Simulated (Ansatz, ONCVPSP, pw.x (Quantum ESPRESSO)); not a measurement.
## Equation-of-state test of one ONCV potential (boron)

ONCVPSP 4.0.1.1 (patched build) input, shortened (lines: element, Z, core and valence counts, functional; n l f; lmax; l rc ep ncon nbas qcut; lloc lpopt rc5 dvloc0; l nproj debl; icmod fcfact rcfact), PBE, scalar-relativistic:

```
  B 5.00    1    2        4      upf
    1    0    2.00
    2    0    2.00
    2    1    1.00
    2
    0    1.55    0.00    5    8    3.70
    1    3.10    0.00    5    8    5.60
    2    3.10    0.36    4    8    2.80
    4    5    1.00    3.00
    0    2    2.30
    1    1    4.00
    2    3    2.80
    0    0.00    0.00
```

Atomic tests: cutoffs needed: 26 Ha and 60 Ha (the cutoffs (Ha) at which the residual kinetic energy of the hardest occupied pseudo-wave falls to 1 and 0.1 mHa per electron); ghost test: no bound ghost flagged; no localised positive-energy state flagged; largest excitation error: +204 meV (all-electron minus pseudo) for 2s1 2p0, out of 4 test configurations.

Crystal test: fcc B in pw.x 7.5, no spin, 18³ k-points, Fermi–Dirac smearing 0.01 Ry, cutoffs 140/560 Ry. The reference is all-electron LAPW (Ansatz 0.2.0) with the same functional, mesh and smearing; V0 and B0 come from Birch–Murnaghan fits to the pressures at five volumes. Errors are pseudo minus all-electron; Δ is the rms difference of the E(V) curves that follow from these fits, minima aligned, over ±6 % about the mean V0. Mesh and smearing are coarse, so the numbers serve the comparison and aren't converged zero-temperature values; the lattice is a test structure that the element need not adopt.

```csv
V (Å³/atom),P all-electron (GPa),P pseudo (GPa)
5.603,14.83,-30.46
5.751,6.76,-33.69
5.898,-0.40,-36.59
6.045,-6.74,-39.17
6.193,-12.37,-41.48
```

All-electron: a0 = 2.867 Å (V0 = 5.89 Å³/atom), B0 = 270.8 GPa.

Pseudopotential: mean pressure error (GPa): -36.69. The pressure does not cross zero within the volumes sampled, so no fit is given. The largest radius (3.10 bohr) exceeds half the bond length (1.92 bohr), so the spheres overlap, which is one possible source of error among others. This is a poor potential for the solid.

Problem. At the middle volume, how do free energy and pressure move when the wave cutoff is lowered (ecutrho kept at four times it)?

Solution.

```json
{"cutoff (Ry)": "63", "shift of F (meV/atom)": "+30.4", "shift of P (GPa)": "+0.07"}
{"cutoff (Ry)": "84", "shift of F (meV/atom)": "+24.1", "shift of P (GPa)": "-0.82"}
{"cutoff (Ry)": "112", "shift of F (meV/atom)": "+5.8", "shift of P (GPa)": "-0.74"}
```

The run at the middle volume (195 k-points, 5 iterations) took about 28 s on one core of a shared host (Neoverse-N1, 64 threads, 124 GiB, load 52).
